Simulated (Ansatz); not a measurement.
Li2O in Ansatz: the effect of functional

Li2O:

```
O Li
1.0
     0.00000    2.29541    2.29541
     2.29541    0.00000    2.29541
     2.29541    2.29541    0.00000
O Li
1 2
Cartesian
  0.0000 0.0000 0.0000
  1.1477 1.1477 1.1477
  3.4431 3.4431 3.4431
```

The cell comes from a database or a generator and needn't be the stable form of this composition.

The cell isn't the ideal one: volume scaled by 0.96.

Alike in all runs:

- Program: Ansatz 0.2.0
- Task: single point
- Potentials or basis: Ansatz PAW
- k mesh: 10 × 10 × 10
- Occupations: fermi-dirac, width 0.05 eV
- Spin: no spin polarisation

Question: One run gave: gap on the mesh 5.74 eV; pressure -1.0 GPa. Which functional did it use?
A. r2SCAN
B. PBEsol
C. LDA

Answer: A.

| functional | cutoff | gap on the mesh (eV) | pressure (GPa) |
| --- | --- | --- | --- |
| PBEsol | 420 eV (not typed: the program's choice for these potentials) | 4.87 | -0.6 |
| LDA | 420 eV (not typed: the program's choice for these potentials) | 4.84 | -5.3 |
| r2SCAN | 500 eV (not typed: the program's choice for these potentials) | 5.74 | -1.0 |

Caveats: the PAW data sets come from PBE, with cores solved anew for the run's functional, which leaves a small shift of forces and pressure.

A k mesh can miss the band edges.

Runs at the PBE level aren't shown here.
